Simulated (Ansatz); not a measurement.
Energy ranking of NbP structures

All numbers below come from Ansatz 0.2.0, DFT PBE, scalar-relativistic, plane waves, PAW. Settings: cutoff 420 eV, Γ-centred meshes spaced at most about 0.3 Å⁻¹, and about 0.25 Å⁻¹ or finer for metals (2π included), Gaussian smearing. No spin polarisation.

Formation energies are uncorrected and refer to the elements' standard structures at the same level. The references include black phosphorus.

All energies are static (0 K, no zero-point motion). The comparison covers the computed candidates alone. The reference form of P is held partly by dispersion forces, which this level lacks.

Invented guesses and database cells were relaxed alike, and ends that match in structure were merged. ΔE counts from the first row. Coordination counts P atoms around Nb (those within 1.25 times the shortest such distance or 1.15 times the sum of covalent radii). The ends were matched against large subsets of the Crystallography Open Database and the Materials Project, so a missing match doesn't prove that a structure is unreported.

```tsv
#	reached from	type and space group	atoms	Å³/atom	coordination	ΔE (meV/atom)	gap on mesh (eV)	in databases
1	a Materials Project cell	I4_1md (No. 109)	4	16.0	Nb 6	0	0.00	Materials Project
2	ScTe type (P6_3/mmc)	P6_3/mmc (No. 194)	4	16.0	Nb 6	59	0.00	no match
3	a cell as deposited in COD	I4_1/amd (No. 141)	4	16.1	Nb 4	597	0.00	COD
4	ordered vacancies on the anion sites of fluorite	cooperite, P4_2/mmc (No. 131)	4	21.7	Nb 4	1366	0.00	no match
```

The lowest: Space group I4_1md (No. 109), tetragonal, a = 3.347 Å, c = 11.427 Å. Nb is surrounded by 6 P at 2.54–2.55 Å; P is surrounded by 6 Nb at 2.54–2.55 Å. Its energy over the elements is −1.04 eV/atom. Whether it is stable depends on the other phases of the system, which aren't compared here. The Crystallography Open Database (COD) lists a cell that the form in I4_1/amd (No. 141) matches; that form lies 0.60 eV/atom higher at this level. A margin this large points to a phase of high pressure or temperature, a composition off the formula, a faulty entry or an error of the functional.

```cif
data_structure
_symmetry_space_group_name_H-M 'P 1'
_symmetry_Int_Tables_number 1
_cell_length_a 6.1843
_cell_length_b 6.1843
_cell_length_c 6.1843
_cell_angle_alpha 148.598
_cell_angle_beta 148.598
_cell_angle_gamma 45.003
_cell_volume 64.01
loop_
_atom_site_label
_atom_site_type_symbol
_atom_site_fract_x
_atom_site_fract_y
_atom_site_fract_z
_atom_site_occupancy
Nb1 Nb 0.50004 0.50004 0.00000 1
Nb2 Nb 0.25004 0.75004 0.50000 1
P1 P 0.08259 0.08259 0.00000 1
P2 P 0.83259 0.33259 0.50000 1
```

The second: Space group P6_3/mmc (No. 194), hexagonal, a = 3.314 Å, c = 6.723 Å. Nb has 6 P at 2.55 Å; around P lie 6 Nb at 2.55 Å. Counting P atoms around Nb, the first and the second both have Nb 6. Shaken at random and relaxed again, row 2 came back. Cells without such a test can be saddle points. Some structure types and database cells were kept out of the candidates from the start, so a known form may be missing.
